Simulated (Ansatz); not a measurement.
System: Hg (fcc type), 1 atom in the cell.

Method: Ansatz 0.2.0 development build, PBE, all-electron LAPW, point nucleus.

k-mesh 4×4×4 Γ-centred; Fermi–Dirac smearing of 0.15 eV; no spin polarisation; no spin–orbit coupling.

```xyz
1
Lattice="0.0000 2.5198 2.5198 2.5198 0.0000 2.5198 2.5198 2.5198 0.0000" Properties=species:S:1:pos:R:3 pbc="T T T"
Hg    0.0000    0.0000    0.0000
```

Would the cell expand or shrink if it were free to relax?

The pressure is -1.02 GPa, so at these settings the cell is stretched and would shrink.

The k-mesh is coarse, so these values belong to this mesh and can lie far from the converged ones. This cubic structure is a model: it isn't the usual form of the substance at ambient conditions, and such phases are metastable or hypothetical.
